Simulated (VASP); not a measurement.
Runs of VASP 6.6.1 on MgO. It takes space group Fm-3m (No. 225, cubic). Conventional cell: a = 4.194 Å, b = 4.194 Å, c = 4.194 Å, α = 90.00°, β = 90.00°, γ = 90.00°. Mg (site symmetry m-3m) is surrounded by 6 O at 2.10 Å. O (site symmetry m-3m) has 6 Mg at 2.10 Å as nearest neighbours. The cell is a database's computed one.

```csv
task,level,potentials or basis,spin,cell,k mesh,cutoff (eV),smearing,ladder,GW scheme,GW iterations,cutoff of the response function,frequency points,mesh quality,gap on the mesh (eV),pressure (GPa)
band structure,PBE,"VASP PAW PBE potentials, release 64 (Mg, O)",off,as given,12 × 12 × 12,520,gaussian 0.02 eV,gaps,-,-,-,-,not flagged,4.85,-
single point,PBE,"VASP PAW PBE potentials, release 64 (Mg, O)",off,as given,4 × 4 × 4,520,gaussian 0.03 eV,-,-,-,-,-,coarse,4.85,6.3
relaxation of cell and atoms,HSE03,"VASP PAW PBE potentials, release 64 (Mg, O)",off,relaxed,6 × 6 × 6,600,fermi-dirac 0.05 eV,-,-,-,-,-,coarse,6.28,-0.2
density of states,B3LYP+TS,"VASP PAW PBE potentials, release 64 (Mg, O_s)","non-collinear, zero start",as given,6 × 6 × 6,400,tetrahedron,-,-,-,-,-,coarse,(a),-8.1
```

Task: Estimate the missing entries.

Result: (a) 7.11.

Caveats: some runs use coarse meshes; the PAW data sets were made with another functional, which shifts forces and pressure a little (some runs).

A k mesh can miss the band edges.

Not every run made on this cell is shown here.
